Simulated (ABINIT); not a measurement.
Runs of ABINIT 10.8.3 (patched build) on Sn. The structure is cubic, space group Fd-3m (No. 227). Conventional cell: a = 6.467 Å, b = 6.467 Å, c = 6.467 Å, α = 90.00°, β = 90.00°, γ = 90.00°. Sn (site symmetry -43m) is surrounded by 4 Sn at 2.80 Å. This isn't the form of Sn at room conditions, which is tetragonal (white tin).

```tsv
potentials or basis	cutoff (eV)	fine-grid cutoff	gap on the mesh (eV)	pressure (GPa)
JTH PAW PBE v2.0	707	1306.15 eV	none	2.0
Ansatz NC r2SCAN	1469	-	none	2.2
Ansatz PAW PBE default generated set, frozen core	490	979.61 eV	none	(a)
PseudoDojo NC SR PBE v0.4.1 standard	1170	-	none	1.4
SG15 NC PBE v1.2	707	-	none	(b)
```

Alike in all rows: task single point; level r2SCAN; no spin polarisation; cell as given; k mesh 7 × 7 × 7; smearing fermi-dirac 0.05 eV.

Q: Fill in the values left out.

A: (a) 2.1; (b) 0.8.

Caveats: the PAW data sets were made with another functional, which shifts forces and pressure a little (some runs); the potentials were made for another functional, which shifts forces and pressure (some runs); a meta-GGA on potentials with a model core is unreliable (some runs).

A k mesh can miss the band edges, and the runs leave out spin-orbit coupling on Sn.

A gap of «none» marks a metal or a gap under the smearing width.
